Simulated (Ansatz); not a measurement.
# Density of states of Mg

```cif
data_structure
_symmetry_space_group_name_H-M 'Fm-3m'
_symmetry_Int_Tables_number 225
_cell_length_a 4.5224
_cell_length_b 4.5224
_cell_length_c 4.5224
_cell_angle_alpha 90.000
_cell_angle_beta 90.000
_cell_angle_gamma 90.000
_cell_volume 92.49
loop_
_atom_site_label
_atom_site_type_symbol
_atom_site_symmetry_multiplicity
_atom_site_Wyckoff_symbol
_atom_site_fract_x
_atom_site_fract_y
_atom_site_fract_z
_atom_site_occupancy
Mg1 Mg 4 a 0.00000 0.00000 0.00000 1
```

The runs use the primitive cell with vectors (0.000, 2.261, 2.261), (2.261, 0.000, 2.261), (2.261, 2.261, 0.000) Å, to which the k mesh refers.

The cell was built from the fcc type and relaxed in the same program, and has space group Fm-3m; it needn't be a known or the stable phase.

Level of theory: DFT, PBE, all-electron LAPW, scalar-relativistic (Ansatz 0.2.0).

The runs use a Γ-centred 13×13×13 k mesh, Fermi–Dirac smearing of 0.08 eV, basis error target 0.25 meV/atom, no spin polarisation.

States per eV and cell, averaged over 0.4 eV, from -5.8 to 3.2 eV, with energies (bin centres) from the Fermi level; empty bins are left out. 

```csv
E (eV),total
-5.7,0.17
-5.3,0.20
-4.9,0.22
-4.5,0.25
-4.1,0.27
-3.7,0.29
-3.3,0.31
-2.9,0.33
-2.5,0.35
-2.1,0.39
-1.7,0.42
-1.3,0.38
-0.9,0.38
-0.5,0.45
-0.1,0.48
0.3,0.41
0.7,0.40
1.1,0.48
1.5,0.58
1.9,0.45
2.3,0.46
2.7,0.51
3.1,0.55
```
